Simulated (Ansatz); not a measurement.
# PbS, space group R3m: a conversion between chain and input file

Program: the Python package of Ansatz (0.2.0).

Notebook, run cell by cell (the value of a cell's last expression is shown):

In [1]:
```python
from pathlib import Path

import ansatz as az

config = {
    'smearing': 'fixed',
    'functional': 'LDA',
    'kmesh': (6, 6, 6),
    'tolerance': 1e-07,
    'cutoff_ev': 530,
}
```

In [2]:
```python
crystal = (
    az.Lattice.from_parameters(4.226919, 4.226919, 4.226919, alpha=59.97503, beta=59.97503, gamma=59.97503)
    .atom('Pb', [0.98057, 0.98057, 0.98057])
    .atom('S', [0.47504, 0.47504, 0.47504])
)
```

In [3]:
```python
crystal.resolved().tree()['lattice']
```
Out [3]:
```text
((4.226919, 0.0, 0.0), (2.1150546290071452, 3.6596978220717133, 0.0),
 (2.1150546290071452, 1.2205129305389337, 3.4501791743710513))
```

In [4]:
```python
model = (
    crystal.calculation()
    .occupations(config['smearing'])
    .functional(config['functional'])
    .kpoints(*config['kmesh'], shift=0.5)  # the mesh must be finer for metals
    .scf(tolerance=config['tolerance'])
    .accuracy('medium')
    .basis(config['cutoff_ev'])  # plane waves up to this kinetic energy
    .phonons('fd', supercell=2, temperatures=(0, 800, 100))
)
Path('written.yaml').write_text(model.to_yaml())
back = az.Calculation.from_yaml('written.yaml')
print(back.to_python())
print('same input:', back.to_yaml() == model.to_yaml())
```
```text
(
    az.Lattice.from_parameters(4.226919, 4.226919, 4.226919, alpha=59.97503, beta=59.97503, gamma=59.97503)
    .atom("Pb", (0.98057, 0.98057, 0.98057))
    .atom("S", (0.47504, 0.47504, 0.47504))
    .calculation()
    .accuracy("medium")
    .basis(cutoff=530.0)
    .kpoints(6, 6, 6, shift=(0.5, 0.5, 0.5))
    .functional("lda")
    .scf(tolerance=1e-07)
    .occupations(method="fixed")
    .phonons(method="fd", supercell=(2, 2, 2), temperatures=(0.0, 800.0, 100.0))
)

same input: True
```

It writes `written.yaml`:
```yaml
crystal:
  lattice:
    a: 4.226919
    b: 4.226919
    c: 4.226919
    alpha: 59.97503
    beta: 59.97503
    gamma: 59.97503
  atoms:
    - { symbol: Pb, position: [0.98057, 0.98057, 0.98057] }
    - { symbol: S, position: [0.47504, 0.47504, 0.47504] }
accuracy: medium
basis:
  ecutwfc: 530.0
kpoints:
  mp_grid:
    grid: [6, 6, 6]
    shift: [0.5, 0.5, 0.5]
hamiltonian:
  xc: lda
scf:
  convergence:
    dr2_threshold: 1.0e-07
  occupations:
    method: fixed
phonons:
  method: fd
  supercell: [2, 2, 2]
  temperatures:
    t_min: 0.0
    t_max: 800.0
    t_step: 100.0
```

The input is only written out: it wasn't run, and its settings aren't tested. The structure comes from a database and needn't be a stable phase.
